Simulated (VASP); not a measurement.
# Sb (I4/mmm) in VASP: notebook

One crystal, Sb, is run at these levels: r2SCAN; tasks: single point.

Program: VASP 6.6.1. These are calculated values, not measurements. Logs are shortened: lines on timing, memory, paths and dates and some standing lists are left out, and cuts for length are marked.

**1. Starting point**

It takes space group I4/mmm (No. 139, tetragonal). The conventional cell has a = 3.153 Å, b = 3.153 Å, c = 5.424 Å, α = 90.00°, β = 90.00°, γ = 90.00°. Sb (site symmetry 4/mmm) has 12 Sb at 3.15 to 3.51 Å as nearest neighbours.

This isn't the form of Sb at room conditions, which is rhombohedral.

**2. Single point, r2SCAN**

The input, INCAR:

```
ADDGRID = False
ALGO = Normal
EDIFF = 1E-6
ENCUT = 900
ISIF = 2
ISMEAR = 0
LASPH = True
LCHARG = False
LMIXTAU = True
LREAL = False
LWAVE = False
METAGGA = R2SCAN
NBANDS = 8
NELM = 100
PREC = Accurate
SIGMA = 0.05
```

The input, KPOINTS:

```
k-points
0
Gamma
  5 5 5
```

The input, POSCAR:

```
Sb
1.0
   -1.5765401831      1.5765401831      2.7119384313
    1.5765401831     -1.5765401831      2.7119384313
    1.5765401831      1.5765401831     -2.7119384313
Sb
1
Direct
    0.0000000000      0.0000000000      0.0000000000
```

Potentials or basis: VASP PAW PBE potentials, release 64 (Sb).

Run with:

```
$ cat potpaw_PBE.64/Sb/POTCAR > POTCAR
$ mpirun -np 1 vasp_std > vasp.out
```

OUTCAR:

```text
EDIFF = 1E-6
   ENCUT = 900
   ISIF = 2
   ISMEAR = 0
   LASPH = True
   LREAL = False
   METAGGA = R2SCAN
   NELM = 100
   PREC = Accurate

 Found     18 irreducible k-points:

 Following reciprocal coordinates:
            Coordinates               Weight
  0.000000  0.000000  0.000000      1.000000
  0.200000 -0.000000  0.000000      8.000000
  0.400000  0.000000 -0.000000      8.000000
  0.200000  0.200000  0.000000      8.000000
  0.400000  0.200000  0.000000     16.000000
 -0.400000  0.200000 -0.000000     16.000000
   k-points           NKPTS =     18   k-points in BZ     NKDIM =     18   number of bands    NBANDS=      8
   number of dos      NEDOS =    301   number of ions     NIONS =      1
   total plane-waves  NPLWV =  46656
   dimension x,y,z NGX =    36 NGY =   36 NGZ =   36
   dimension x,y,z NGXF=    72 NGYF=   72 NGZF=   72
   ions per type =               1
   NGX,Y,Z   is equivalent  to a cutoff of  17.05, 17.05, 17.05 a.u.
   NGXF,Y,Z  is equivalent  to a cutoff of  34.09, 34.09, 34.09 a.u.
 SYSTEM =  unknown system
   PREC   = accura    normal or accurate (medium, high low for compatibility)
   ISTART =      0    job   : 0-new  1-cont  2-samecut
   ICHARG =      2    charge: 1-file 2-atom 10-const
   ISPIN  =      1    spin polarized calculation?
   LNONCOLLINEAR =      F non collinear calculations
   LSORBIT =      F    spin-orbit coupling
   LASPH  =      T    aspherical Exc in radial PAW
   ENCUT  =  900.0 eV  66.15 Ry    8.13 a.u.   8.59  8.59  8.59*2*pi/ulx,y,z
   NELM   =    100;   NELMIN=  2; NELMDL= -5     # of ELM steps
   EDIFF  = 0.1E-05   stopping-criterion for ELM
   LREAL  =      F    real-space projection
   EDIFFG = 0.1E-04   stopping-criterion for IOM
   NSW    =      0    number of steps for IOM
   IBRION =     -1    ionic relax: 0-MD 1-quasi-New 2-CG
   NFREE  =      0    steps in history (QN), initial steepest desc. (CG)
   ISIF   =      2    stress and relaxation
   ISYM   =      2    0-nonsym 1-usesym 2-fastsym
   POTIM  = 0.5000    time-step for ionic-motion
   TEBEG  =    0.0;   TEEND  =   0.0 temperature during run
   PSTRESS=    0.0 pullay stress
   NELECT =       5.0000    total number of electrons
   NUPDOWN=      -1.0000    fix difference up-down
   EMIN   =  10.00;   EMAX   =-10.00  energy-range for DOS
   EFERMI =   0.00;   METHOD = LEGACY
   ISMEAR =     0;   SIGMA  =   0.05  broadening in eV -4-tet -1-fermi 0-gaus
   EFERMI_NEDOS =   21; number of points for ismear=-14 and -15
   IALGO  =     38    algorithm
   IMIX   =      4    mixing-type and parameters
     AMIX     =   0.40;   BMIX     =  1.00
     AMIX_MAG =   1.60;   BMIX_MAG =  1.00
  volume/ion in A,a.u.               =      26.96       181.95
  Fermi-wavevector in a.u.,A,eV,Ry     =   0.933573  1.764197 11.858269  0.871558
  Thomas-Fermi vector in A             =   2.060288
   LORBIT       =      0    0 simple, 1 ext, 2 COOP (PROOUT), +10 PAW based schemes
   METAGGA = R2SCAN    functional components
   LHFCALC =     F    Hartree Fock is set to
   AEXX    =    0.0000 exact exchange contribution
   IVDW    =     0    specifies the selected vdW correction
   LEPSILON=     F    determine dielectric tensor
   LRPA    =     F    only Hartree local field effects (RPA)
 non-spin polarized calculation
 Gauss-broadening in eV      SIGMA  =   0.05
  energy-cutoff  :      900.00
  volume of cell :       26.96
 maximum number of plane-waves:      1669
 NGX is ok and might be reduce to    36
   NGX = 17   NGY = 17   NGZ = 17

 number of electron       5.0000000 magnetization

 Free energy of the ion-electron system (eV)
  ---------------------------------------------------
  ext. energy  EPLUGINS =         0.00000000
  ---------------------------------------------------
  free energy    TOTEN  =       -25.17956386 eV

  energy without entropy =      -25.17444559  energy(sigma->0) =      -25.17700472

 E-fermi :   8.6497     XC(G=0): -10.7916

 val. band max:        8.6441729749   @ k =   0.4000   0.4000  -0.0000
 cond. band min:       8.6675878353   @ k =   0.4000   0.2000   0.0000
 fundamental gap:      0.0234148604
 Fermi energy:         8.6496583287

 k-point     1 :       0.0000    0.0000    0.0000
  band No.  band energies     occupation
      1      -5.1383      2.00000
      2      13.3294      0.00000
      3      14.1843      0.00000
      4      14.1843      0.00000
      5      18.1553      0.00000
      6      19.6730      0.00000
      7      19.7347      0.00000
      8      19.7347      0.00000

 k-point     2 :       0.2000   -0.0000    0.0000
  band No.  band energies     occupation
      1      -4.2933      2.00000
      2       9.2346      0.00000
      3      12.0280      0.00000
      4      14.0656      0.00000
      5      16.6314      0.00000
      6      18.4864      0.00000
      7      20.9093      0.00000
      8      21.1262      0.00000

 k-point     3 :       0.4000    0.0000   -0.0000
  band No.  band energies     occupation
      1      -1.9488      2.00000
      2       3.6452      2.00000
      3      10.4932      0.00000
      4      14.0952      0.00000
      5      15.1919      0.00000
      6      18.7824      0.00000
      7      20.0460      0.00000
      8      20.5797      0.00000

 k-point     4 :       0.2000    0.2000    0.0000
  band No.  band energies     occupation
      1      -3.0557      2.00000
      2       7.9970      2.00000
      3       8.7276      0.02757
      4      11.2811      0.00000
      5      17.3811      0.00000
      6      18.6483      0.00000
      7      19.7137      0.00000
      8      21.5577      0.00000

 k-point     5 :       0.4000    0.2000    0.0000
  band No.  band energies     occupation
      1      -0.6239      2.00000
      2       3.5190      2.00000
      3       8.6676      0.61207
      4      10.2031      0.00000
      5      15.4692      0.00000
      6      17.8638      0.00000
      7      22.3926      0.00000
      8      22.4501      0.00000

 k-point     6 :      -0.4000    0.2000   -0.0000
  band No.  band energies     occupation
      1      -1.8379      2.00000
      2       5.4330      2.00000
      3       9.7203      0.00000
      4      10.7172      0.00000
      5      15.1585      0.00000
      6      17.3540      0.00000
      7      18.8492      0.00000
      8      23.6965      0.00000

 [... further k-points ...]

------------------------ aborting loop because EDIFF is reached ----------------------------------------

  FORCE on cell =-STRESS in cart. coord.  units (eV):
  Direction    XX          YY          ZZ          XY          YZ          ZX
  --------------------------------------------------------------------------------------
  -------------------------------------------------------------------------------------
  Total        0.0573063      0.0573063      0.3432079      0.0000000      0.0000000      0.0000000
  in kB        3.4053597      3.4053597     20.3947280      0.0000000      0.0000000      0.0000000
  external PRESSURE =       9.0684825 kB  Pullay stress =       0.0000000 kB

 VOLUME and BASIS-vectors are now :
 -----------------------------------------------------------------------------
  energy-cutoff  :      900.00
  volume of cell :       26.96
      direct lattice vectors                 reciprocal lattice vectors
    -1.576540183  1.576540183  2.711938431     0.000000000  0.317150178  0.184369967
     1.576540183 -1.576540183  2.711938431     0.317150178  0.000000000  0.184369967
     1.576540183  1.576540183 -2.711938431     0.317150178  0.317150178  0.000000000

 POSITION                                       TOTAL-FORCE (eV/Angst)
 -----------------------------------------------------------------------------------
      0.00000      0.00000      0.00000         0.000000     -0.000000     -0.000000
 -----------------------------------------------------------------------------------
    total drift:                               -0.000000      0.000000      0.000000

  FREE ENERGIE OF THE ION-ELECTRON SYSTEM (eV)
  ---------------------------------------------------
  free  energy   TOTEN  =       -25.1795638612 eV

  energy  without entropy=      -25.1744455883  energy(sigma->0) =      -25.17700472
```

Wall time 34 s (1 thread of Intel Xeon Platinum 8375C at 2.90GHz (Ice Lake), shared host); peak memory 0.22 GiB.

The run converged, but some of its settings lie outside the range that counts as converged, so its numbers aren't taken as properties of the crystal.

What came out:

```yaml
Free_energy: -25.1796 eV
Pressure: 0.9 GPa
Band_gap_on_the_k_mesh: none (metal or under the smearing width)
```

Caveat: the k mesh is coarse (spacing up to 0.56 Å⁻¹), so the values aren't converged; the PAW data sets were made with another functional, which shifts forces and pressure a little.

**3. Single point, r2SCAN**

INCAR is that of step 2.

KPOINTS is that of step 2.

The input, POSCAR:

```
Sb
1.0
   -1.5638750000      1.6131910000      2.7402030000
    1.6104090000     -1.5604430000      2.7365900000
    1.5281950000      1.5247630000     -2.7095380000
Sb
1
Direct
    0.0004760000      0.0218010000      0.0165680000
```

Potentials or basis: VASP PAW PBE potentials, release 64 (Sb).

Run with:

```
$ cat potpaw_PBE.64/Sb/POTCAR > POTCAR
$ mpirun -np 1 vasp_std > vasp.out
```

Run time: 90 s. Hardware: 1 thread of Intel Xeon Platinum 8375C at 2.90GHz (Ice Lake), shared host; peak memory 0.24 GiB.

These settings aren't checked as converged: the numbers below hold their error.

What came out:

* Free energy: -25.1989 eV
* Pressure: 0.9 GPa
* Band gap on the k mesh: none (metal or under the smearing width)

Caveat: the k mesh is coarse (spacing up to 0.57 Å⁻¹), so the values aren't converged; the PAW data sets were made with another functional, which shifts forces and pressure a little.

**4. Single point, r2SCAN**

Edit INCAR of step 3 so:

```diff
@@ -3,3 +3,3 @@
 EDIFF = 1E-6
-ENCUT = 900
+ENCUT = 500
 ISIF = 2
```

The input, KPOINTS:

```
k-points
0
Gamma
  7 7 7
```

The input, POSCAR:

```
Sb
1.0
   -1.5765401831      1.5765401831      2.7119384313
    1.5765401831     -1.5765401831      2.7119384313
    1.5765401831      1.5765401831     -2.7119384313
Sb
1
Direct
    0.0000000000      0.0000000000      0.0000000000
```

Run with:

```
$ cat potpaw_PBE.64/Sb/POTCAR > POTCAR
$ mpirun -np 1 vasp_std > vasp.out
```

Run time: 43 s. Hardware: 1 thread of Intel Xeon Platinum 8375C at 2.90GHz (Ice Lake), shared host; peak memory 0.16 GiB.

These settings aren't checked as converged: the numbers below hold their error.

What came out:

| Item | Value |
| --- | --- |
| Free energy | -25.2377 eV |
| Pressure | 2.0 GPa |
| Band gap on the k mesh | none (metal or under the smearing width) |

Caveat: the k mesh is coarse (spacing up to 0.40 Å⁻¹), so the values aren't converged; the PAW data sets were made with another functional, which shifts forces and pressure a little.

**5. Single point, r2SCAN**

INCAR is that of step 4.

KPOINTS is that of step 4.

The input, POSCAR:

```
Sb
1.0
   -1.5638750000      1.6131910000      2.7402030000
    1.6104090000     -1.5604430000      2.7365900000
    1.5281950000      1.5247630000     -2.7095380000
Sb
1
Direct
    0.0004760000      0.0218010000      0.0165680000
```

Run with:

```
$ cat potpaw_PBE.64/Sb/POTCAR > POTCAR
$ mpirun -np 1 vasp_std > vasp.out
```

It took 2.8 min on 1 thread of Intel Xeon Platinum 8375C at 2.90GHz (Ice Lake), shared host; peak memory 0.19 GiB.

These settings aren't checked as converged: the numbers below hold their error.

Results:

| Item | Value |
| --- | --- |
| Free energy | -25.2428 eV |
| Pressure | 2.0 GPa |
| Band gap on the k mesh | none (metal or under the smearing width) |

Caveat: the k mesh is coarse (spacing up to 0.41 Å⁻¹), so the values aren't converged; the PAW data sets were made with another functional, which shifts forces and pressure a little.

**6. Single point, r2SCAN**

Edit INCAR of step 5 so:

```diff
@@ -14,3 +14,3 @@
 NELM = 100
-PREC = Accurate
+PREC = Low
 SIGMA = 0.05
```

KPOINTS is that of step 5.

The input, POSCAR:

```
Sb
1.0
   -1.5765401831      1.5765401831      2.7119384313
    1.5765401831     -1.5765401831      2.7119384313
    1.5765401831      1.5765401831     -2.7119384313
Sb
1
Direct
    0.0000000000      0.0000000000      0.0000000000
```

Potentials or basis: VASP PAW PBE potentials, release 64 (Sb).

Run with:

```
$ cat potpaw_PBE.64/Sb/POTCAR > POTCAR
$ mpirun -np 1 vasp_std > vasp.out
```

Run time: 16 s. Hardware: 1 thread of Intel Xeon Platinum 8375C at 2.90GHz (Ice Lake), shared host; peak memory 0.11 GiB.

The run converged, but some of its settings lie outside the range that counts as converged, so its numbers aren't taken as properties of the crystal.

Results:

- Free energy: -25.2377 eV
- Pressure: 2.0 GPa
- Band gap on the k mesh: none (metal or under the smearing width)

Caveat: the k mesh is coarse (spacing up to 0.40 Å⁻¹), so the values aren't converged; the PAW data sets were made with another functional, which shifts forces and pressure a little.

**7. For comparison**

An earlier run on the cell as given: functional PBEsol; potentials or basis VASP PAW PBE potentials, release 64 (Sb); cutoff 520 eV; k mesh 12 × 12 × 12; occupations fermi-dirac, width 0.05 eV; no spin polarisation.

* Pressure: -1.3 GPa
* Band gap on the k mesh: none (metal or under the smearing width)
